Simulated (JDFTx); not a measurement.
## BP: equation of state with RPBE

**Experimental background.**

From “Equation of state of single-crystal cubic boron phosphide”, 2014, arxiv:1407.1677, for a bulk crystal of BP at 300 K: bulk modulus 179 ± 1 GPa.

The system is BP.

```
CELL_PARAMETERS angstrom
0.00000 2.26900 2.26900
2.26900 0.00000 2.26900
2.26900 2.26900 0.00000
ATOMIC_POSITIONS crystal
P 0.75000 0.75000 0.75000
B 0.00000 0.00000 0.00000
```

- Program: JDFTx 1.7.0 (patched build)
- Task: equation of state
- Functional: RPBE
- Potentials or basis: PseudoDojo-SR-PBE-0.5-standard
- Cutoff: 1034 eV
- Density cutoff: 8272 eV
- k mesh: 10 × 10 × 10
- Occupations: fermi-dirac, width 0.05 eV
- Spin: no spin polarisation
- Bands: 9
- Density cutoff over wavefunction cutoff: 8
- Max SCF steps: 100
- SCF threshold on the energy: 1e-09 Ha
- Solver of the electrons: scf

```yaml
Equilibrium_volume: 11.82 Å³/atom
Bulk_modulus: 158 GPa
Pressure_derivative_of_the_bulk_modulus: 3.8
```

Energy against volume, from the lowest point:
| volume (Å³/atom) | energy (meV/atom) |
| --- | --- |
| 10.981 | 32.97 |
| 11.214 | 16.50 |
| 11.448 | 5.86 |
| 11.682 | 0.52 |
| 11.915 | 0.00 |
| 12.149 | 3.86 |
| 12.383 | 11.69 |

Against the measured bulk modulus of BP, 179 GPa (300 K; “Equation of state of single-crystal cubic boron phosphide”, 2014, arxiv:1407.1677), the calculated 158 GPa is off by -12.0 %. 3 values of this kind are on record (173 to 179 GPa); this one was drawn at random among those near their median, those with a stated uncertainty first. The fit is for a static lattice scaled at fixed shape and fixed fractional positions.

Caveat: the potentials were made for another functional, which shifts forces and pressure. RPBE and its kin give volumes clearly too large for solids.
